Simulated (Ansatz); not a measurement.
`CCCCCC(C#N)C#N` + H₂ → `N#CCC#N` + `CCCCC`  (hydrogenolysis of a C–C bond)

Program: Ansatz. Geometries: PBE0-D4/def2-TZVP. ΔE: electronic, gas phase. CCSD(T)/CBS adds triple-zeta CCSD(T) − MP2 to the extrapolated MP2 energy (def2 sets, frozen cores). This one scheme is used for every species. Functionals use def2-TZVPP. Each species was taken in one conformer, which may not be the lowest.

```
         species  LC-ωPBE energy (Eh)
`CCCCCC(C#N)C#N`           -421.41682
              H₂             -1.17817
       `N#CCC#N`           -224.89500
         `CCCCC`           -197.72240
```

(1) Work out ΔE.

Largest T1 diagnostic among the species: 0.014.

Results:

(1) ΔE = (-224.89500) + (-197.72240) − (-421.41682) − (-1.17817) = -0.02241 Eh = -58.8 kJ/mol. CCSD(T)/CBS gives -44.2 kJ/mol.

In def2-TZVPP, CCSD(T) changes the Hartree–Fock value by +30.2 kJ/mol (the triples alone add +6.5 kJ/mol) and MP2 by +37.7 kJ/mol. Leaving LDA and LC-ωPBE aside and taking each functional with its dispersion term where it has one, the values, not all of them listed here, spread over 14.3 kJ/mol, from B2PLYP to revPBE-D4. LDA lies +15.3 kJ/mol from PBE without D4. The D4 term adds +15.9 kJ/mol with B3LYP and +9.6 kJ/mol with PBE0; it sums over pairs of atoms, weighted by their polarisabilities, and B3LYP, whose exchange is more repulsive, gets the larger term.

B3LYP here is the variant with VWN-RPA as its local correlation; programs differ in this.
